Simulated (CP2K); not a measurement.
The system is Cl.

```
Cl
1.0
     3.86698    0.00000    0.00000
     1.24866    3.65983    0.00000
     0.00000    0.00000    8.21000
Cl
4
Direct
  0.37000 0.63000 0.40000
  0.13000 0.87000 0.90000
  0.63000 0.37000 0.60000
  0.87000 0.13000 0.10000
```

Base run:

* Program: CP2K 2026.2
* Functional: PBEsol
* Potentials or basis: POTENTIAL_UZH Cl GTH-PBE-q7; TZVP-MOLOPT-PBE-GTH basis
* Density cutoff: 9184 eV
* k mesh: 7 × 7 × 4
* Occupations: fermi-dirac, width 0.05 eV
* Spin: no spin polarisation

Its results: band gap on the k mesh 2.33 eV, indirect (least direct gap 2.39 eV); pressure -0.3 GPa; largest force 0.204 eV/Å.

Question: After a change of settings the same cell gave: band gap on the k mesh 2.40 eV, indirect (least direct gap 2.45 eV); pressure 1.0 GPa; largest force 0.325 eV/Å. Which change was it?
A. functional from PBEsol to PW91
B. functional from PBEsol to r2SCAN
C. functional from PBEsol to rev-vdW-DF2
D. functional from PBEsol to LDA

Answer: A.

PW91 binds less tightly than PBEsol, so the same cell stands under more pressure.

Caveats: the potentials were made for another functional, which shifts forces and pressure; an odd mesh through Γ misses points on the zone boundary, where band edges often lie; the basis of atomic orbitals isn't converged, which shifts pressures, moduli and gaps.

Runs at the PBE level aren't shown here.
